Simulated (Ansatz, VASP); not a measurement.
**NaCl in two plane-wave programs**

One calculation is typed for both programs; each brings its own data sets and cutoff. How far apart do they land? The cell is taken from a series of VASP runs on this material, whose earlier steps may have relaxed, scaled or displaced it; both programs get it as it stands.

Main program and level: Ansatz 0.2.0; plane waves, with VASP 6.6.1 beside it; elastic constants at PBEsol.

**1. The structure**

Symmetry: Fm-3m, No. 225, cubic system. Conventional cell: a = 5.595 Å, b = 5.595 Å, c = 5.595 Å, α = 90.00°, β = 90.00°, γ = 90.00°. Nearest to Na lie 6 Cl at 2.80 Å. Nearest to Cl lie 6 Na at 2.80 Å. Farther neighbours and most contacts between anions are not listed.

As a file:

```xyz
2
Lattice="0.0000 2.7974 2.7974 2.7974 0.0000 2.7974 2.7974 2.7974 0.0000" Properties=species:S:1:pos:R:3 pbc="T T T"
Na    0.0000    0.0000    0.0000
Cl    2.7974    2.7974    2.7974
```

**2. VASP: elastic constants, PBEsol**

Elastic constants are differences of stresses under small strains, so they test the stress and the mesh.

Lines of VASP's logs that name or quote its potential files are left out, and so is its time.

Input file INCAR:

```
SYSTEM = NaCl
PREC = Accurate
ENCUT = 500
EDIFF = 1E-07
NELM = 100
ISMEAR = 0
SIGMA = 0.05
LREAL = .FALSE.
ALGO = Normal
GGA = PS
NBANDS = 13
LORBIT = 11
LWAVE = .FALSE.
LCHARG = .FALSE.
KPAR = 2
IBRION = 6
NFREE = 2
POTIM = 0.015
ISIF = 3
NSW = 1
```

Input file POSCAR:

```
NaCl
1.0
    0.0000000000      2.7974399408      2.7974399408
    2.7974399408      0.0000000000      2.7974399408
    2.7974399408      2.7974399408      0.0000000000
Na Cl
1 1
Direct
    0.0000000000      0.0000000000      0.0000000000
    0.5000000000      0.5000000000      0.5000000000
```

Input file KPOINTS:

```
Automatic mesh
0
Gamma
7 7 7
0 0 0
```

PAW data sets: Na_pv and Cl (PBE family, release 64).

The run is started by

```console
> mpirun -np 2 vasp_std
```

Numbers of over 12 decimals in the logs are rounded to 6 here.

Log:

```text
[banner, memory and clock lines left out]
running    2 mpi-ranks, on    1 nodes
 distrk:  each k-point on    1 cores,    2 groups
 distr:  one band on    1 cores,    1 groups

 POSCAR found type information on POSCAR NaCl
 POSCAR found :  2 types and       2 ions
|                                                                             |
|               ----> ADVICE to this user running VASP <----                  |
|                                                                             |
|     You enforced a specific xc type in the INCAR file but a different       |
|     [... a line on the potential file left out ...]
|     I HOPE YOU KNOW WHAT YOU ARE DOING!                                     |
|                                                                             |

 LDA part: xc-table for (Slater+PW92), standard interpolation
 POSCAR, INCAR and KPOINTS ok, starting setup
 FFT: planning ... GRIDC
 FFT: planning ... GRID_SOFT
 FFT: planning ... GRID
 WAVECAR not read
 entering main loop
       N       E                     dE             d eps       ncg     rms          rms(c)
DAV:   1     0.938385156407E+02    0.93839E+02   -0.69274E+03   525   0.105E+03
DAV:   2     0.100321342165E+01   -0.92835E+02   -0.86934E+02   553   0.264E+02
DAV:   3    -0.702171094371E+01   -0.80249E+01   -0.79742E+01   685   0.730E+01
DAV:   4    -0.715634249936E+01   -0.13463E+00   -0.13458E+00   600   0.104E+01
DAV:   5    -0.715924052415E+01   -0.28980E-02   -0.28979E-02   669   0.155E+00    0.192E+00
DAV:   6    -0.700534237777E+01    0.15390E+00   -0.26402E-01   638   0.377E+00    0.138E+00
DAV:   7    -0.699472781250E+01    0.10615E-01   -0.63225E-02   673   0.175E+00    0.924E-01
DAV:   8    -0.699814255763E+01   -0.34147E-02   -0.73031E-03   540   0.838E-01    0.263E-01
DAV:   9    -0.699806182325E+01    0.80734E-04   -0.17836E-04   635   0.110E-01    0.170E-01
DAV:  10    -0.699810234626E+01   -0.40523E-04   -0.29904E-04   565   0.116E-01    0.569E-02
DAV:  11    -0.699809142588E+01    0.10920E-04   -0.22112E-05   655   0.361E-02    0.203E-02
DAV:  12    -0.699809041478E+01    0.10111E-05   -0.42203E-06   565   0.131E-02    0.236E-03
DAV:  13    -0.699809057531E+01   -0.16053E-06   -0.83408E-08   630   0.225E-03    0.105E-03
DAV:  14    -0.699809055649E+01    0.18821E-07   -0.21115E-09   300   0.482E-04
   1 F= -.69980906E+01 E0= -.69980906E+01  d E =-.262442E-16
[... from here on, the cycles between the ionic steps are left out ...]
   2 F= -.69968277E+01 E0= -.69968277E+01  d E =-.167802E-14
   3 F= -.69958077E+01 E0= -.69958077E+01  d E =-.899291E-21
   9 F= -.69977135E+01 E0= -.69977135E+01  d E =-.132753E-14
  10 F= -.69977132E+01 E0= -.69977132E+01  d E =-.131061E-14
  11 F= -.69977130E+01 E0= -.69977130E+01  d E =-.132554E-14
  12 F= -.69977135E+01 E0= -.69977135E+01  d E =-.130948E-14
  13 F= -.69977131E+01 E0= -.69977131E+01  d E =-.132732E-14
  14 F= -.69979213E+01 E0= -.69979213E+01  d E =-.261716E-16
  15 F= -.69979213E+01 E0= -.69979213E+01  d E =-.258878E-16
  16 F= -.69979253E+01 E0= -.69979253E+01  d E =-.261695E-16
 Finite differences progress:
  Degree of freedom:   8/  8
  Displacement:        1/  2
  Total:              15/ 16
 bond charge predicted
       N       E                     dE             d eps       ncg     rms          rms(c)
DAV:   1    -0.699368563302E+01    0.42397E-02   -0.10710E+00  1040   0.502E+00    0.252E-01
DAV:   2    -0.699801211977E+01   -0.43265E-02   -0.44747E-02  1071   0.144E+00    0.926E-02
DAV:   3    -0.699797207524E+01    0.40045E-04   -0.73490E-04  1325   0.194E-01    0.614E-02
DAV:   4    -0.699792988953E+01    0.42186E-04   -0.34715E-04  1130   0.120E-01    0.260E-02
DAV:   5    -0.699793372732E+01   -0.38378E-05   -0.61186E-05  1115   0.487E-02    0.185E-02
DAV:   6    -0.699792789547E+01    0.58318E-05   -0.39290E-06  1220   0.138E-02    0.131E-02
DAV:   7    -0.699792635606E+01    0.15394E-05   -0.25338E-05  1180   0.302E-02    0.265E-02
DAV:   8    -0.699792582784E+01    0.52822E-06   -0.36482E-06  1085   0.126E-02    0.251E-02
DAV:   9    -0.699792558029E+01    0.24756E-06   -0.24875E-07  1120   0.309E-03    0.207E-02
DAV:  10    -0.699792539665E+01    0.18363E-06   -0.14979E-07   823   0.215E-03    0.148E-02
DAV:  11    -0.699792532611E+01    0.70539E-07   -0.50854E-08   535   0.135E-03
  17 F= -.69979253E+01 E0= -.69979253E+01  d E =-.262043E-16
 Finite differences progress:
  Degree of freedom:   8/  8
  Displacement:        2/  2
  Total:              16/ 16
```

OUTCAR, selected parts (step 2):

```text
ion  position               nearest neighbor table
   1  0.000  0.000  0.000-
   2  0.500  0.500  0.500-

  LATTYP: Found a face centered cubic cell.
 ALAT       =     5.5948798816

 Subroutine GETGRP returns: Found 48 space group operations
 (whereof 48 operations were pure point group operations)

The static configuration has the point symmetry O_h .

 Found     20 irreducible k-points:

   k-points           NKPTS =     20   k-points in BZ     NKDIM =     20   number of bands    NBANDS=     13

   dimension x,y,z NGX =    30 NGY =   30 NGZ =   30
   dimension x,y,z NGXF=    60 NGYF=   60 NGZF=   60

   ENCUT  =  500.0 eV  36.75 Ry    6.06 a.u.   7.21  7.21  7.21*2*pi/ulx,y,z

   NELECT =      14.0000    total number of electrons

 k-points in reciprocal lattice and weights: Automatic mesh
   0.00000000  0.00000000  0.00000000       0.003
   0.14285714  0.00000000  0.00000000       0.023
   0.28571429  0.00000000  0.00000000       0.023
   0.42857143  0.00000000  0.00000000       0.023
   0.14285714  0.14285714  0.00000000       0.017
   0.28571429  0.14285714  0.00000000       0.070
   0.42857143  0.14285714  0.00000000       0.070
  -0.42857143  0.14285714  0.00000000       0.070
  -0.28571429  0.14285714  0.00000000       0.070
[...]
-0.42857143  0.42857143  0.14285714       0.070
  -0.28571429  0.42857143  0.14285714       0.070

 average (electrostatic) potential at core
       1 -46.9312       2 -93.5692

 E-fermi :  -0.3708

 k-point     1 :       0.0000    0.0000    0.0000
  band No.  band energies     occupation
    ...
      3     -21.2508      2.00000
      4     -13.3447      2.00000
      5      -0.6441      2.00000
      6      -0.6440      2.00000
      7      -0.6440      2.00000
      8       4.3769      0.00000
      9      10.3761      0.00000
     10      10.3761      0.00000
     11      10.3762      0.00000
     12      12.6288      0.00000
    ...

 k-point     2 :       0.1429    0.0000    0.0000
  band No.  band energies     occupation
    ...
      3     -21.2513      2.00000
      4     -13.2781      2.00000
      5      -1.1426      2.00000
      6      -0.7002      2.00000
      7      -0.7001      2.00000
      8       5.0258      0.00000
      9       9.6988      0.00000
     10      10.6209      0.00000
     11      10.6210      0.00000
     12      12.3269      0.00000
    ...

 k-point     3 :       0.2857    0.0000    0.0000
  band No.  band energies     occupation
    ...
      3     -21.2523      2.00000
      4     -13.1229      2.00000
      5      -2.0255      2.00000
      6      -0.8213      2.00000
      7      -0.8213      2.00000
      8       6.0925      0.00000
      9       9.2723      0.00000
     10      10.6199      0.00000
     11      10.6201      0.00000
     12      12.8749      0.00000
    ...

  Total        0.0288674      0.0261466      0.0261466     -0.0000000      0.0000000      0.0000000
  in kB        1.0563470      0.9567831      0.9567831     -0.0000000      0.0000000      0.0000000
  external PRESSURE =       0.9899711 kB  Pullay stress =       0.0000000 kB

  energy-cutoff  :      500.00
  volume of cell :       43.78
      direct lattice vectors                 reciprocal lattice vectors
     0.000000000  2.797439941  2.797439941    -0.178734847  0.178734847  0.178734847
     2.797439941  0.000000000  2.797439941     0.178734847 -0.178734847  0.178734847
     2.797439941  2.797439941  0.000000000     0.178734847  0.178734847 -0.178734847

 POSITION                                       TOTAL-FORCE (eV/Angst)
 -----------------------------------------------------------------------------------
      0.00000      0.00000      0.00000        -0.022053      0.000000      0.000000
      2.78244      2.79744      2.79744         0.022053      0.000000      0.000000
 -----------------------------------------------------------------------------------
    total drift:                               -0.000164      0.000001      0.000001

  FREE ENERGIE OF THE ION-ELECTRON SYSTEM (eV)
  ---------------------------------------------------
  free  energy   TOTEN  =        -6.9979253261 eV

  energy  without entropy=       -6.9979253261  energy(sigma->0) =       -6.99792533

  SYMMETRIZED ELASTIC MODULI (kBar)
 Direction    XX          YY          ZZ          XY          YZ          ZX
 --------------------------------------------------------------------------------
 XX         576.8163    118.1708    118.1708     -0.0000      0.0000      0.0000
 YY         118.1708    576.8163    118.1708     -0.0000     -0.0000     -0.0000
 ZZ         118.1708    118.1708    576.8163      0.0000     -0.0000     -0.0000
 XY          -0.0000     -0.0000      0.0000    124.1928      0.0000      0.0000
 YZ           0.0000     -0.0000     -0.0000      0.0000    124.1928      0.0000
 ZX           0.0000     -0.0000     -0.0000      0.0000      0.0000    124.1928
 --------------------------------------------------------------------------------

 Eigenvectors and eigenvalues of the dynamical matrix
 ----------------------------------------------------

   1 f  =    5.099481 THz    32.040985 2PiTHz  170.100379 cm-1    21.089750 meV
             X         Y         Z           dx          dy          dz
      0.000000  0.000000  0.000000     0.781190   -0.000000    0.000000
      2.797440  2.797440  2.797440    -0.624293    0.000000    0.000000

   2 f  =    5.099481 THz    32.040985 2PiTHz  170.100379 cm-1    21.089750 meV
             X         Y         Z           dx          dy          dz
      0.000000  0.000000  0.000000     0.000000    0.781190    0.000000
      2.797440  2.797440  2.797440    -0.000000   -0.624293    0.000000

   3 f  =    5.099481 THz    32.040985 2PiTHz  170.100379 cm-1    21.089750 meV
             X         Y         Z           dx          dy          dz
      0.000000  0.000000  0.000000    -0.000000    0.000000   -0.781190
      2.797440  2.797440  2.797440     0.000000    0.000000    0.624293

   4 f/i=    0.018980 THz     0.119253 2PiTHz    0.633093 cm-1     0.078494 meV
             X         Y         Z           dx          dy          dz
      0.000000  0.000000  0.000000     0.333552    0.523556    0.066134
      2.797440  2.797440  2.797440     0.417380    0.655137    0.082755

   5 f/i=    0.018980 THz     0.119253 2PiTHz    0.633093 cm-1     0.078494 meV
             X         Y         Z           dx          dy          dz
      0.000000  0.000000  0.000000     0.158910   -0.174256    0.578034
      2.797440  2.797440  2.797440     0.198848   -0.218050    0.723306

   6 f/i=    0.018980 THz     0.119253 2PiTHz    0.633093 cm-1     0.078494 meV
             X         Y         Z           dx          dy          dz
      0.000000  0.000000  0.000000    -0.503222    0.292002    0.226371
      2.797440  2.797440  2.797440    -0.629692    0.365388    0.283263

 ELASTIC MODULI CONTR FROM IONIC RELAXATION (kBar)
 Direction    XX          YY          ZZ          XY          YZ          ZX
 --------------------------------------------------------------------------------
 XX           0.0000      0.0000      0.0000      0.0000      0.0000      0.0000
 YY           0.0000      0.0000      0.0000      0.0000      0.0000      0.0000
 ZZ           0.0000      0.0000      0.0000      0.0000      0.0000      0.0000
 XY           0.0000      0.0000      0.0000      0.0000      0.0000      0.0000
 YZ           0.0000      0.0000      0.0000      0.0000      0.0000      0.0000
 ZX           0.0000      0.0000      0.0000      0.0000      0.0000      0.0000
 --------------------------------------------------------------------------------

 TOTAL ELASTIC MODULI (kBar)
 Direction    XX          YY          ZZ          XY          YZ          ZX
 --------------------------------------------------------------------------------
 XX         576.8163    118.1708    118.1708     -0.0000      0.0000      0.0000
 YY         118.1708    576.8163    118.1708     -0.0000     -0.0000     -0.0000
 ZZ         118.1708    118.1708    576.8163      0.0000     -0.0000     -0.0000
 XY          -0.0000     -0.0000      0.0000    124.1928      0.0000      0.0000
 YZ           0.0000     -0.0000     -0.0000      0.0000    124.1928      0.0000
 ZX           0.0000     -0.0000     -0.0000      0.0000      0.0000    124.1928
 --------------------------------------------------------------------------------

 total charge
# of ion       s       p       d       tot
------------------------------------------
    1        0.045   5.983   0.000   6.028
    2        1.578   3.559   0.000   5.136
--------------------------------------------------
tot          1.623   9.542   0.000  11.164

[... 3 further parts left out ...]
```

[end of part 1 of 2]

[Lines on the potential files, build, host, timing and source positions are cut from VASP's logs without a mark.]

[Logs are printed without paths, hosts, clocks, repeated set-up lines and the standing remarks that a program may print on its own settings, such as how far it seeks lower states.]

[Hosts, paths, dates, database ids (printed as entryN), source tags and the programs' standing remarks are cut or masked in the printed files.]
